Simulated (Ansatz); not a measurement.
**Si2Ni (Fm-3m) under uniaxial strain along [001]**

Wanted: the shifts of the zone-centre modes of Si2Ni (Fm-3m) with strain.

Calculated with Ansatz 0.2.0; DFT PBEsol, scalar-relativistic, plane waves, PAW; PAW set soft_1.

**1. Starting point**

It takes space group Fm-3m (No. 225, cubic). The conventional cell has a = 5.406 Å, b = 5.406 Å, c = 5.406 Å, α = 90.00°, β = 90.00°, γ = 90.00°. Nearest to Si lie 4 Ni at 2.34 Å. Nearest to Ni lie 8 Si at 2.34 Å. Farther neighbours are not listed.

Coordinates:

```cif
data_structure
_symmetry_space_group_name_H-M 'P 1'
_symmetry_Int_Tables_number 1
_cell_length_a 3.8226
_cell_length_b 3.8226
_cell_length_c 3.8226
_cell_angle_alpha 60.000
_cell_angle_beta 60.000
_cell_angle_gamma 60.000
_cell_volume 39.50
loop_
_atom_site_label
_atom_site_type_symbol
_atom_site_fract_x
_atom_site_fract_y
_atom_site_fract_z
_atom_site_occupancy
Si1 Si 0.25000 0.25000 0.25000 1
Si2 Si 0.75000 0.75000 0.75000 1
Ni3 Ni 0.00000 0.00000 0.00000 1
```

**2. Bringing the structure to rest**

The cell and atoms are relaxed, since residual forces and stress would shift the frequencies.

The input, input.yaml:

```yaml
crystal:
  lattice:
    - [0.0, 2.703, 2.703]
    - [2.703, 0.0, 2.703]
    - [2.703, 2.703, 0.0]
  atoms:
    - { symbol: Si, position: [0.25, 0.25, 0.25] }
    - { symbol: Si, position: [0.75, 0.75, 0.75] }
    - { symbol: Ni, position: [0.0, 0.0, 0.0] }
kpoints:
  mp_grid: { grid: [14, 14, 14] }
hamiltonian:
  xc: pbesol
  pseudopotentials: { kind: paw, azcp: { folder: soft_1 }, xc_functional: pbe }
scf:
  occupations: { method: gaussian, width: 0.1 }
output:
  forces: true
  stress: true
  eigenvalues: true
  write_density: true
  write_potential: true
  elf: true
  volumetric_format: npy
relax:
  adjacent_minimum: "off"
  f_tol: 0.005
  max_steps: 80
  cell: { stress_tol: 0.05 }
```

Started as:

```sh
> ansatz run input.yaml --threads 4 --pin off --max-ram 10240MiB --backend cpu --events-out ev --progress --plain --runs-dir out
```

Numbers of over 12 decimals in the logs are rounded to 6 here.

Output:

```text
Engine: ansatz 0.2.0, aarch64-unknown-linux-gnu
Pseudopotentials: kind: paw
Pseudopotential: Si, paw, valence charge 4, recommended cutoff 420 eV (normal), soft_1/Si.paw.azcp
Pseudopotential: Ni, paw, valence charge 18, recommended cutoff 420 eV (normal), soft_1/Ni.paw.azcp
Functional definition: PBEsol
  exchange = pbesol_x
  correlation = pbesol_c
Crystal: 3 atoms, lattice volume = 39.497 Å³
Basis set: ecut = 420 eV, 749 PW (Γ), exchange–correlation on 54×54×54 points (8 copies of the dense FFT grid, shifted against one another)
Bands: 17, of which v1, the nominal top of the filled ones, is band 13 counted from 1 (12 counted from 0)
Symmetry: 48 space group operations
Space group: Fm-3m (ITA 225), of the structure as read, at distance tolerance 3.4e-5 Å
k-points: 104 of 2744
Non-local potential: Si, projectors of the file, l = 0: 2, l = 1: 2, l = 2: 1
Non-local potential: Ni, projectors of the file, l = 0: 3, l = 1: 2, l = 2: 3, l = 3: 1
PAW form: soft (Blöchl's): semilocal exchange-correlation on the pseudo side does not see the compensation charge
PAW frozen core: Si, regenerated for the run's functional, and the local potential with it (the file was generated under x = pbe(κ = 0.804, μ = 0.219515), c = pbe(β = 0.066725))
PAW frozen core: Ni, regenerated for the run's functional, and the local potential with it (the file was generated under x = pbe(κ = 0.804, μ = 0.219515), c = pbe(β = 0.066725))
PAW one-centre angular grid: Si, 110 points (default); XC on 64 Gauss nodes
PAW one-centre angular grid: Ni, 590 points (default); XC on 64 Gauss nodes
Initial density: superposition of atomic densities (chi_scale 0.1, normalization cell, long waves kept (reshape's long-wave potential 0.00 eV rms))
Initial wavefunctions: pseudopotential atomic-orbital guess
Functional: x = pbesol(κ = 0.804, μ = 0.123457), c = pbesol(β = 0.046)
SCF iter   1: F=—  HF=-7050.199425 eV  |F-HF|=—  |Δ(HF+E_count)|=         —  Δρ=8.58e-2  dr2=3.85e0  ethr=3.10e-3  ⟨swp⟩=5.5  Hψ=9162  notcnv=0
preconditioner: auto → Kerker (q_TF=auto, 2.545 Å⁻¹)  [metal: Δε(μ)=0.016 eV  Ē_g=8.842 eV  σ=0.100 eV  W_gap=0.09  n_scr=14 (ndim 8)  ℏωp=25.1 eV  f_vac=0.000  D(μ)=0.64/eV (n_scr^D=0)]
SCF iter   2: F=—  HF=-7049.673627 eV  |F-HF|=—  |Δ(HF+E_count)|=   5.26e-1  Δρ=3.86e-2  dr2=1.06e0  ethr=3.10e-3  ⟨swp⟩=2.5  Hψ=3295  notcnv=0  defer=10
SCF iter   3: F=—  HF=-7049.364257 eV  |F-HF|=—  |Δ(HF+E_count)|=   3.09e-1  Δρ=2.32e-2  dr2=2.34e-1  ethr=3.10e-3  ⟨swp⟩=2.8  Hψ=3387  notcnv=0  defer=10
SCF iter   4: F=—  HF=-7049.327848 eV  |F-HF|=—  |Δ(HF+E_count)|=   3.64e-2  Δρ=1.00e-2  dr2=2.95e-2  ethr=8.99e-4  ⟨swp⟩=2.1  Hψ=2966  notcnv=0  defer=10
SCF iter   5: F=—  HF=-7049.327288 eV  |F-HF|=—  |Δ(HF+E_count)|=   5.60e-4  Δρ=4.93e-3  dr2=8.58e-3  ethr=1.14e-4  ⟨swp⟩=2.3  Hψ=2398  notcnv=0  defer=9
SCF iter   6: F=—  HF=-7049.326815 eV  |F-HF|=—  |Δ(HF+E_count)|=   4.73e-4  Δρ=2.41e-3  dr2=2.20e-3  ethr=3.30e-5  ⟨swp⟩=1.0  Hψ=1759  notcnv=0  defer=9
SCF iter   7: F=—  HF=-7049.326601 eV  |F-HF|=—  |Δ(HF+E_count)|=   2.13e-4  Δρ=3.93e-4  dr2=6.36e-5  ethr=8.47e-6  ⟨swp⟩=1.1  Hψ=1784  notcnv=0  defer=9
SCF iter   8: F=—  HF=-7049.326607 eV  |F-HF|=—  |Δ(HF+E_count)|=   5.43e-6  Δρ=3.04e-5  dr2=4.43e-7  ethr=2.45e-7  ⟨swp⟩=2.4  Hψ=2550  notcnv=0  defer=9
SCF iter   9: F=-7049.326607 eV  HF=-7049.326607 eV  |F-HF|=1.53e-8  |Δ(HF+E_count)|=   6.82e-8  Δρ=7.89e-6  dr2=2.25e-8  ethr=3.85e-10  ⟨swp⟩=9.7  Hψ=13169  notcnv=0
SCF 1 converged in 9 iterations: F = -7049.326607 eV  dr2 = 2.25e-8
  greatest PAW one-centre occupation: 1.000 electrons in one spin orbital (limit 2), on the Ni atom at site 2 (counted from 0), in its partial waves of l = 1
relax step   1: F+E_penalty+E_count = -7049.32660673 eV  Δ(F+E_penalty+E_count) = +0.000e0 eV  max|allowed force component| = 1.234e-17 eV/Å  Δτ_max = 0.0000 Å  P = -1.280 GPa  Ω = 39.497 Å³  (9 SCF iters, dr2 threshold 1.00e-7 eV, accepted)
Crystal: 3 atoms, lattice volume = 39.320 Å³
Initial density: handed on by an earlier stage of this run
Initial wavefunctions: those handed on with the density
iter 1 solved again at ethr=8.20e-7 eV; its pass at ethr=3.10e-3 eV (dr2=2.13e-4 eV) is discarded
SCF iter   1: F=—  HF=-7049.327713 eV  |F-HF|=—  |Δ(HF+E_count)|=         —  Δρ=8.90e-4  dr2=1.91e-4  ethr=8.20e-7  ⟨swp⟩=2.1  Hψ=9513  notcnv=0
preconditioner: auto → Kerker (q_TF=auto, 2.547 Å⁻¹)  [metal: Δε(μ)=0.069 eV  Ē_g=8.274 eV  σ=0.100 eV  W_gap=0.35  n_scr=14 (ndim 8)  ℏωp=25.1 eV  f_vac=0.000  D(μ)=0.91/eV (n_scr^D=8)]
SCF iter   2: F=—  HF=-7049.327682 eV  |F-HF|=—  |Δ(HF+E_count)|=   3.10e-5  Δρ=2.43e-4  dr2=2.23e-5  ethr=7.34e-7  ⟨swp⟩=1.2  Hψ=1882  notcnv=0
SCF iter   3: F=—  HF=-7049.327678 eV  |F-HF|=—  |Δ(HF+E_count)|=   4.25e-6  Δρ=1.04e-4  dr2=6.40e-6  ethr=8.58e-8  ⟨swp⟩=1.2  Hψ=1914  notcnv=0
SCF iter   4: F=—  HF=-7049.327677 eV  |F-HF|=—  |Δ(HF+E_count)|=   9.21e-7  Δρ=6.44e-5  dr2=1.77e-6  ethr=2.46e-8  ⟨swp⟩=2.3  Hψ=2778  notcnv=0
iter 5 did not close the SCF: its close was put off for the readings that it lacked (scf_convergence_deferred on its scf_iter line)
SCF iter   5: F=-7049.327677 eV  HF=-7049.327677 eV  |F-HF|=4.30e-9  |Δ(HF+E_count)|=   3.96e-8  Δρ=1.81e-5  dr2=9.07e-8  ethr=6.80e-9  ⟨swp⟩=2.3  Hψ=2547  notcnv=0
SCF iter   6: F=-7049.327677 eV  HF=-7049.327677 eV  |F-HF|=7.93e-10  |Δ(HF+E_count)|=   1.51e-8  Δρ=3.20e-6  dr2=4.72e-9  ethr=3.49e-10  ⟨swp⟩=6.1  Hψ=10738  notcnv=0
SCF 2 converged in 6 iterations: F = -7049.327677 eV  dr2 = 4.72e-9
relax step   2: F+E_penalty+E_count = -7049.32767664 eV  Δ(F+E_penalty+E_count) = -1.070e-3 eV  max|allowed force component| = 1.018e-16 eV/Å  Δτ_max = 0.0000 Å  P = -0.584 GPa  Ω = 39.320 Å³  energy of the carried Pulay correction = +3.606e-5 eV  (6 SCF iters, dr2 threshold 3.00e-7 eV, accepted)
Crystal: 3 atoms, lattice volume = 39.172 Å³
iter 1 solved again at ethr=5.94e-7 eV; its pass at ethr=3.10e-3 eV (dr2=1.54e-4 eV) is discarded
SCF iter   1: F=—  HF=-7049.328001 eV  |F-HF|=—  |Δ(HF+E_count)|=         —  Δρ=7.58e-4  dr2=1.38e-4  ethr=5.94e-7  ⟨swp⟩=2.1  Hψ=9406  notcnv=0
preconditioner: auto → Kerker (q_TF=auto, 2.548 Å⁻¹)  [metal: Δε(μ)=0.059 eV  Ē_g=8.301 eV  σ=0.100 eV  W_gap=0.30  n_scr=14 (ndim 8)  ℏωp=25.2 eV  f_vac=0.000  D(μ)=0.91/eV (n_scr^D=8)]
SCF iter   2: F=—  HF=-7049.327977 eV  |F-HF|=—  |Δ(HF+E_count)|=   2.44e-5  Δρ=2.05e-4  dr2=1.58e-5  ethr=5.32e-7  ⟨swp⟩=1.2  Hψ=1876  notcnv=0
SCF iter   3: F=—  HF=-7049.327974 eV  |F-HF|=—  |Δ(HF+E_count)|=   2.89e-6  Δρ=8.80e-5  dr2=4.53e-6  ethr=6.09e-8  ⟨swp⟩=1.2  Hψ=1929  notcnv=0
SCF iter   4: F=—  HF=-7049.327973 eV  |F-HF|=—  |Δ(HF+E_count)|=   6.02e-7  Δρ=5.41e-5  dr2=1.26e-6  ethr=1.74e-8  ⟨swp⟩=2.3  Hψ=2789  notcnv=0
iter 5 did not close the SCF: its close was put off for the readings that it lacked (scf_convergence_deferred on its scf_iter line)
SCF iter   5: F=-7049.327973 eV  HF=-7049.327973 eV  |F-HF|=2.11e-9  |Δ(HF+E_count)|=   2.63e-8  Δρ=1.52e-5  dr2=6.30e-8  ethr=4.83e-9  ⟨swp⟩=2.3  Hψ=2573  notcnv=0
SCF iter   6: F=-7049.327973 eV  HF=-7049.327973 eV  |F-HF|=4.99e-10  |Δ(HF+E_count)|=   1.08e-8  Δρ=2.60e-6  dr2=3.21e-9  ethr=2.42e-10  ⟨swp⟩=6.0  Hψ=10247  notcnv=0
SCF 3 converged in 6 iterations: F = -7049.327973 eV  dr2 = 3.21e-9
relax step   3: F+E_penalty+E_count = -7049.32797342 eV  Δ(F+E_penalty+E_count) = -2.968e-4 eV  max|allowed force component| = 6.553e-17 eV/Å  Δτ_max = 0.0000 Å  P = +0.009 GPa  Ω = 39.172 Å³  energy of the carried Pulay correction = +6.624e-5 eV  (6 SCF iters, dr2 threshold 3.00e-7 eV, accepted)
Initial wavefunctions: pseudopotential atomic-orbital guess (no wavefunctions were taken with the density)
iter 1 solved again at ethr=5.64e-7 eV; its pass at ethr=3.10e-3 eV (dr2=1.47e-4 eV) is discarded
SCF iter   1: F=—  HF=-7049.327894 eV  |F-HF|=—  |Δ(HF+E_count)|=         —  Δρ=6.70e-6  dr2=4.62e-9  ethr=5.64e-7  ⟨swp⟩=2.9  Hψ=13885  notcnv=0
eigensolver tolerance schedule: the retry pair's looser diagonalisation over-reported the residual by 31759.58 of it (diagonalisation noise at an unbounded share of the residual, at the tolerance the schedule requests for it); recorded, not acted on — ethr = c·dr2/N_el stays at c = 1.0e-1
preconditioner: auto → Kerker (q_TF=auto, 2.548 Å⁻¹)  [metal: Δε(μ)=0.062 eV  Ē_g=8.302 eV  σ=0.100 eV  W_gap=0.32  n_scr=14 (ndim 8)  ℏωp=25.2 eV  f_vac=0.000  D(μ)=0.90/eV (n_scr^D=8)]
SCF iter   2: F=—  HF=-7049.327908 eV  |F-HF|=—  |Δ(HF+E_count)|=   1.45e-5  Δρ=4.68e-6  dr2=5.44e-9  ethr=1.78e-11  ⟨swp⟩=3.1  Hψ=4130  notcnv=0
SCF iter   3: F=—  HF=-7049.327908 eV  |F-HF|=—  |Δ(HF+E_count)|=   1.15e-9  Δρ=1.73e-6  dr2=1.02e-9  ethr=1.78e-11  ⟨swp⟩=1.0  Hψ=1768  notcnv=0
SCF iter   4: F=—  HF=-7049.327908 eV  |F-HF|=—  |Δ(HF+E_count)|=  3.48e-10  Δρ=6.02e-7  dr2=1.54e-10  ethr=3.90e-12  ⟨swp⟩=2.4  Hψ=2628  notcnv=0
iter 5 did not close the SCF: its close was put off for the readings that it lacked (scf_convergence_deferred on its scf_iter line)
SCF iter   5: F=-7049.327908 eV  HF=-7049.327908 eV  |F-HF|=1.82e-11  |Δ(HF+E_count)|=  2.82e-11  Δρ=1.67e-7  dr2=1.40e-11  ethr=1.00e-12  ⟨swp⟩=1.0  Hψ=1770  notcnv=0
SCF iter   6: F=-7049.327908 eV  HF=-7049.327908 eV  |F-HF|=3.64e-12  |Δ(HF+E_count)|=  3.64e-12  Δρ=8.45e-8  dr2=3.02e-12  ethr=1.00e-12  ⟨swp⟩=4.1  Hψ=7659  notcnv=0
SCF 4 converged in 6 iterations: F = -7049.327908 eV  dr2 = 3.02e-12
relax step   4: F+E_penalty+E_count = -7049.32790828 eV  Δ(F+E_penalty+E_count) = +6.514e-5 eV  max|allowed force component| = 9.560e-17 eV/Å  Δτ_max = 0.0000 Å  P = +0.009 GPa  Ω = 39.172 Å³  stress off target by 8.81e-3 GPa  SCF on the basis re-selected at this cell (its energy is not comparable with the rows above)  (6 SCF iters)
basis re-selected at this cell: Δ(F+E_penalty+E_count) = +6.514e-5 eV, ΔP = +0.000 GPa vs the last step (what re-selecting the basis moved, of the pressure what is left beyond the Pulay correction that the steps carried, after the strain that the cell walked since its last selection, with what the two solves' SCF thresholds leave and, on support functions, any second-order correction that the steps lacked; it is no m [...]
SCF converged after 6 iterations
Free energy (F): -7049.327908 eV
Harris-Foulkes:  -7049.327908 eV  (|F-HF|=3.64e-12)
Internal energy: -7049.323387 eV  (E = F + TS)
E sigma→0 (E₀):  -7049.325648 eV
Entropy (-TS):   -0.004521 eV (-1.507 meV/atom)
Fermi energy:    13.308493 eV
--- Per-component energies (eV) ---
  E_band       = -344.493026
  E_kinetic    = 430.028291
  E_local      = -4195.975913  (includes V_loc(G=0)·N_el)
  E_nonlocal   = -75.331333
  E_hartree    = 2169.342137
  E_xc         = -228.537638
  E_vxc        = -247.083205  (∫ρ·V_xc dr)
  E_paw        = -2614.284414  (= ΣΔE_a)
  E_vpaw       = -594.815933  (= ΣTr[D̂ρ^β])
  E_aug_tail   = 0.000930  (compensation charges beyond the density's cutoff)
  E_ewald      = -2534.825858
  E_core_change = 0.260411  (= ΣΔE_core)
  E_smearing   = -0.004521  (= −TS)
  E_closure    = -0.000000  (closes the sum)
  Σ components = -7049.327908   (vs F -7049.327908, Δ=0.00e0)
--- Forces (eV/Å), atoms counted from 1 ---
  atom   1  Si    -0.00000000     0.00000000     0.00000000
  atom   2  Si     0.00000000     0.00000000    -0.00000000
  atom   3  Ni     0.00000000    -0.00000000    -0.00000000
  max |Σ_I F_I| component: 7.40e-17 eV/Å
--- Stress (GPa, compression-positive) ---
        0.008808      -0.000000      -0.000000
       -0.000000       0.008808      -0.000000
       -0.000000      -0.000000       0.008808
  P = ⅓ Tr σ = 0.0088 GPa (0.088 kbar)
--- Band table (eV; the first three rows and the last of 104) ---
  k-point 0: bands = [... 9 lower, 9.6981, 13.0308, 14.9962, 14.9962, 14.9962, 15.4652, 15.4652, 15.4652]
  k-point 1: bands = [... 9 lower, 9.6831, 12.9246, 14.0970, 14.5477, 14.5477, 15.9287, 15.9287, 16.5444]
  k-point 2: bands = [... 9 lower, 9.6473, 12.1500, 13.9095, 13.9630, 13.9630, 16.2572, 16.2572, 17.3195]
  k-point 103: bands = [... 9 lower, 9.5218, 9.5989, 10.0393, 10.7780, 14.8311, 16.2454, 17.2375, 19.1423]
--- Relaxed structure (3 steps of the walk, 3 accepted, 1 SCFs on fresh bases) ---
  F+E_penalty+E_count = -7049.32790828 eV   max|allowed force component| = 9.560e-17 eV/Å   (the final SCF, on the basis selected at the relaxed cell)
  cell:  # Å, volume = 39.1721 Å³
    - [0, 2.695560, 2.695560]
    - [2.695560, 0, 2.695560]
    - [2.695560, 2.695560, 0]
  atoms:
    - { symbol: Si, position: [0.25, 0.25, 0.25] }
    - { symbol: Si, position: [0.750000, 0.750000, 0.750000] }
    - { symbol: Ni, position: [0, 0, 0] }
```

Run time: 4.2 s. Hardware: 4 threads of Arm Neoverse V2, shared host; peak memory 0.43 GiB.

This run has no spin polarisation, although Ni can carry a moment.

Step by step:

| step | energy less that of the first step (eV) | largest force component (eV/Å) | pressure (GPa) | volume (Å³) |
| --- | --- | --- | --- | --- |
| 1 | 0.0000 | 0.0000 | -1.28 | 39.50 |
| 2 | -0.0011 | 0.0000 | -0.58 | 39.32 |
| 3 | -0.0014 | 0.0000 | 0.01 | 39.17 |
| 4* | -0.0013 | 0.0000 | 0.01 | 39.17 |

Relaxation steps marked * repeat the geometry before them on a plane-wave basis chosen anew for their cell, so energy and pressure can jump there.

The run keeps the 48 symmetry operations that it works with, so distortions that break them were not tested.

| conventional cell, symmetrised | before | after | change |
| --- | --- | --- | --- |
| a (Å) | 5.406 | 5.391 | -0.3 % |
| b (Å) | 5.406 | 5.391 | -0.3 % |
| c (Å) | 5.406 | 5.391 | -0.3 % |
| volume (Å³/atom) | 13.17 | 13.06 | -0.8 % |

The relaxed structure:

```
Si Ni
1.0
     0.00000    2.69556    2.69556
     2.69556    0.00000    2.69556
     2.69556    2.69556    0.00000
Si Ni
2 1
Direct
  0.25000 0.25000 0.25000
  0.75000 0.75000 0.75000
  0.00000 0.00000 0.00000
```

Numbers from this step:

```
pressure          : 0.008808 GPa
volume per atom   : 13.06 Å³
gap on the k-mesh : 0 eV
```

Valence density in the ac plane of a cell with a along [110], b along [-110] and c along [001] of the cube at fractional y = 0.000, with atoms of Si and Ni within 0.2 Å of it. It is the smooth field of the valence electrons, not physical close to the nuclei.

Values in e/Å³, 8 rows by 16 columns, each cell a mean:
```
15  2  0  0  0  0  1  9 15  2  0  0  0  0  1  9
 0  0  0  0  0  0  0  0  0  0  0  0  0  0  0  0
 0  0  0  0  0  0  0  0  0  0  0  0  0  0  0  0
 0  0  0  0  0  0  0  0  0  0  0  0  0  0  0  0
 0  0  0  0  0  0  0  0  0  0  0  0  0  0  0  0
 0  0  0  0  0  0  0  0  0  0  0  0  0  0  0  0
 1  0  0  0  0  0  0  1  1  0  0  0  0  0  0  1
26  3  0  0  0  0  1 16 26  3  0  0  0  0  1 16
```
Columns run along a (7.6 Å), rows up along c (5.4 Å), edges of the conventional cell, whose origin can differ from the input's. Atoms in or near the plane, at fractional coordinates: Si at (0.25, 0.25), Si at (0.75, 0.25), Si at (0.25, 0.75), Si at (0.75, 0.75), Ni at (0.00, 0.00), Ni at (0.50, 0.00).

ELF in the ac plane of a cell with a along [110], b along [-110] and c along [001] of the cube at fractional y = 0.000, with atoms of Si and Ni within 0.2 Å of it. It is the smooth field of the valence electrons, not physical close to the nuclei.

Values, 8 rows by 16 columns, each cell a mean:
```
0.54 0.26 0.49 0.66 0.64 0.58 0.30 0.45 0.54 0.26 0.49 0.66 0.64 0.58 0.30 0.45
0.24 0.44 0.66 0.46 0.44 0.60 0.55 0.28 0.24 0.44 0.66 0.46 0.44 0.60 0.55 0.28
0.18 0.32 0.43 0.39 0.40 0.42 0.38 0.20 0.18 0.32 0.43 0.39 0.40 0.42 0.38 0.20
0.03 0.10 0.33 0.58 0.62 0.43 0.16 0.04 0.03 0.10 0.33 0.58 0.62 0.43 0.16 0.04
0.05 0.13 0.36 0.57 0.60 0.44 0.19 0.06 0.05 0.13 0.36 0.57 0.60 0.44 0.19 0.06
0.23 0.39 0.48 0.37 0.39 0.42 0.46 0.27 0.23 0.39 0.48 0.37 0.39 0.42 0.46 0.27
0.23 0.38 0.66 0.52 0.46 0.66 0.50 0.24 0.23 0.38 0.66 0.52 0.46 0.66 0.50 0.24
0.71 0.30 0.41 0.64 0.65 0.53 0.25 0.57 0.71 0.30 0.41 0.64 0.65 0.53 0.25 0.57
```
Columns run along a (7.6 Å), rows up along c (5.4 Å), edges of the conventional cell, whose origin can differ from the input's. Atoms in or near the plane, at fractional coordinates: Si at (0.25, 0.25), Si at (0.75, 0.25), Si at (0.25, 0.75), Si at (0.75, 0.75), Ni at (0.00, 0.00), Ni at (0.50, 0.00).

Electrostatic potential energy in the ac plane of a cell with a along [110], b along [-110] and c along [001] of the cube at fractional y = 0.000, with atoms of Si and Ni within 0.2 Å of it. With pseudopotentials it is smooth inside the atoms' cores, unlike the true potential.

Ten even steps from '_' (-22 eV) to '@' (16 eV), each cell a mean:
```
%%==++%%%%##%%%%====%%**--##%%####%%##--**
--==##**--..--**##==----++##==....++##++--
##%%##--__::__--##%%##%%%%**__::..__**%%%%
@@@@##::..##..::##@@@@@@%%++__++==__++%%@@
@@@@%%==______==%%@@@@@@@@##..____::##@@@@
@@@@@@%%++==++%%@@@@@@@@@@%%##====##%%@@@@
@@@@@@@@%%%%%%@@@@@@@@@@@@@@%%%%%%@@@@@@@@
@@@@@@%%%%##%%%%@@@@@@@@@@@@%%####%%@@@@@@
@@@@%%**--..--**%%@@@@@@@@%%==....++%%@@@@
@@@@%%--__::__--%%@@@@@@@@**__....__**@@@@
@@@@##::..##..::##@@@@@@%%++__++==__++%%@@
++**##==______==##**++**##**..____::####**
==--**##++==++##**--==--==##**====####==--
@@++==%%%%%%%%%%==++@@%%--##%%%%%%%%**--%%
```
Columns run along a (7.6 Å; values clipped at the 3rd and 97th percentile), rows up along c (5.4 Å), edges of the conventional cell, whose origin can differ from the input's. Atoms in or near the plane, at fractional coordinates: Si at (0.25, 0.25), Si at (0.75, 0.25), Si at (0.25, 0.75), Si at (0.75, 0.75), Ni at (0.00, 0.00), Ni at (0.50, 0.00).

In this step the volume went from 13.17 to 13.06 Å³/atom.

**3. Tight relaxation**

Phonons need small forces and stress, so the relaxation is finished with tight tolerances on 16×16×16 k points.

The input, input.yaml:

```yaml
crystal:
  lattice:
    - [0.0, 2.6955601038, 2.6955601038]
    - [2.6955601038, 0.0, 2.6955601038]
    - [2.6955601038, 2.6955601038, 0.0]
  atoms:
    - { symbol: Si, position: [0.25, 0.25, 0.25] }
    - { symbol: Si, position: [0.75, 0.75, 0.75] }
    - { symbol: Ni, position: [0.0, 0.0, 0.0] }
kpoints:
  mp_grid: { grid: [16, 16, 16] }
hamiltonian:
  xc: pbesol
  pseudopotentials: { kind: paw, azcp: { folder: soft_1 }, xc_functional: pbe }
scf:
  occupations: { method: methfessel_paxton, width: 0.2 }
output:
  forces: true
  stress: true
  eigenvalues: true
relax:
  adjacent_minimum: "off"
  f_tol: 0.001
  max_steps: 60
  cell: { stress_tol: 0.01 }
```

Output:

```text
[...]
Crystal: 3 atoms, lattice volume = 39.172 Å³
Basis set: ecut = 420 eV, 749 PW (Γ), exchange–correlation on 54×54×54 points (8 copies of the dense FFT grid, shifted against one another)
Bands: 17, of which v1, the nominal top of the filled ones, is band 13 counted from 1 (12 counted from 0)
Symmetry: 48 space group operations
[...]
k-points: 145 of 4096
[...]
k-point 144: bands = [... 9 lower, 9.4745, 9.6002, 10.0423, 10.8040, 15.5183, 15.5183, 17.8402, 18.4974]
--- Relaxed structure (3 steps of the walk, 3 accepted, 1 SCFs on fresh bases) ---
[...]
cell:  # Å, volume = 39.1387 Å³
    - [0, 2.694794, 2.694794]
    - [2.694794, 0, 2.694794]
    - [2.694794, 2.694794, 0]
  atoms:
    - { symbol: Si, position: [0.25, 0.25, 0.25] }
    - { symbol: Si, position: [0.750000, 0.750000, 0.750000] }
    - { symbol: Ni, position: [0, 0, 0] }
[key lines of the parts left out:]
SCF converged after 6 iterations
Free energy (F): -7049.325919 eV
Fermi energy:    13.274193 eV
P = ⅓ Tr σ = -0.0003 GPa (-0.003 kbar)
```

It took 5.1 s on 4 threads; peak memory 0.45 GiB; 19 s of CPU time.

Little changed from the start: no atom moved by 0.005 Å and no cell edge by 0.1 %.

Numbers from this step:

```yaml
pressure: -3.20e-4 GPa
volume_per_atom: 13.05 Å³
```

The forces vanish by symmetry and the pressure is 0.000 GPa, within the tolerances set. The cell now holds 13.05 Å³/atom.

(Part 1 of 3 ends here.)

[Logs are printed without paths, hosts, clocks, repeated set-up lines and the standing remarks that a program may print on its own settings, such as how far it seeks lower states.]

[Hosts, paths, dates, database ids (printed as entryN), source tags and the programs' standing remarks are cut or masked in the printed files.]
